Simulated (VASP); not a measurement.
A run of VASP 6.6.1:

The input INCAR:

```
SYSTEM = InSe
PREC = Accurate ; ENCUT = 600
EDIFF = 1E-6 ; ISMEAR = 0
SIGMA = 0.03 ; LREAL = .False.
LASPH = .True. ; NELM = 80
ALGO = Normal ; ISIF = 3
LWAVE = .False. ; LCHARG = .False.
IBRION = 2 ; NSW = 90
EDIFFG = -0.01 ; KPAR = 2
```

File KPOINTS:

```
regular mesh
0
Gamma
  9 9 8
  0 0 0
```

Contents of POSCAR:

```
InSe
1.0
    2.0000000000      1.1547005384      8.4400000000
   -2.0000000000      1.1547005384      8.4400000000
    0.0000000000     -2.3094010768      8.4400000000
In Se
2 2
Direct
    0.0000000000      0.0000000000      0.0000000000
    0.1114000000      0.1114000000      0.1114000000
    0.6165000000      0.6165000000      0.6165000000
    0.8281000000      0.8281000000      0.8281000000
```

Potentials or basis: VASP PAW LDA potentials, release 64 (In_d, Se).

Launch:

```console
$ cat potpaw_LDA.64/In_d/POTCAR potpaw_LDA.64/Se/POTCAR > POTCAR
$ mpirun -np 2 vasp_std > vasp.out
```

Hardware: 2 MPI ranks on Intel(R) Xeon(R) Platinum 8488C (Sapphire Rapids), with other jobs on the host.

Question: Estimate the wall time of this run.

Answer: Run time: 120 min on 2 MPI ranks on Intel(R) Xeon(R) Platinum 8488C (Sapphire Rapids) (shared host), peak memory 0.9 GiB a rank. Counts: scf iterations 128, k points 185, ion steps 20.
